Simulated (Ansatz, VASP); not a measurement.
# I in VASP and in Ansatz

File INCAR:

```
SYSTEM = I
PREC = Accurate ; ENCUT = 520
EDIFF = 1E-6 ; ISMEAR = 0
SIGMA = 0.1 ; LREAL = .False.
LASPH = .True. ; NELM = 100
ALGO = Normal ; ISIF = 2
LWAVE = .False. ; LCHARG = .False.
GGA = PE ; NBANDS = 22
```

Contents of KPOINTS:

```
regular mesh
0
Gamma
  6 6 2
  0 0 0
```

POSCAR

```
I
1.0
    4.3449736450      0.0000000000      0.0000000000
   -2.1724868225      3.7628575553      0.0000000000
    0.0000000000      0.0000000000     11.9442855297
I
4
Direct
    0.0000000000      0.0000000000      0.0000000000
    0.0000000000      0.0000000000      0.5000000000
    0.3333333333      0.6666666667      0.0050000000
    0.6666666667      0.3333333333      0.5050000000
```

Input for Ansatz:

```yaml
crystal:
  lattice:
    - [4.344973645, 0.0, 0.0]
    - [-2.1724868225, 3.7628575553, 0.0]
    - [0.0, 0.0, 11.9442855297]
  atoms:
    - { symbol: I, position: [0.0, 0.0, 0.0] }
    - { symbol: I, position: [0.0, 0.0, 0.5] }
    - { symbol: I, position: [0.3333333333, 0.6666666667, 0.005] }
    - { symbol: I, position: [0.6666666667, 0.3333333333, 0.505] }
basis:
  ecutwfc: 420
kpoints:
  mp_grid: { grid: [6, 6, 2] }
hamiltonian:
  xc: pbe
scf:
  occupations: { method: gaussian, width: 0.1 }
  lower_state_search: "off"
output:
  forces: true
  stress: true
  eigenvalues: true
```

Alike in both runs: task single point; functional PBE; k mesh 6 × 6 × 2; occupations gaussian, width 0.1 eV; no spin polarisation.

|  | VASP | Ansatz |
| --- | --- | --- |
| version | VASP 6.6.1 | Ansatz 0.2.0 |
| potentials or method | VASP PAW PBE potentials, release 64 (I) | scalar-relativistic, plane waves, PAW |
| plane-wave cutoff (eV) | 520 | 420 |
| valence electrons in the cell | 28 | 68 |

|  | VASP | Ansatz | Ansatz less VASP |
| --- | --- | --- | --- |
| gap on the k mesh at the Fermi level (eV) | none | none | - |
| rms of the force components (eV/Å) | 0.213 | 0.214 | +0.0009 |

Atom by atom the forces differ by 0.001 eV/Å (rms over components). A gap of «none» marks a metal or a gap that the smearing closes. The two sets of potentials don't hold the same shells in valence.

 Spin-orbit coupling is left out, which matters for the levels of I.
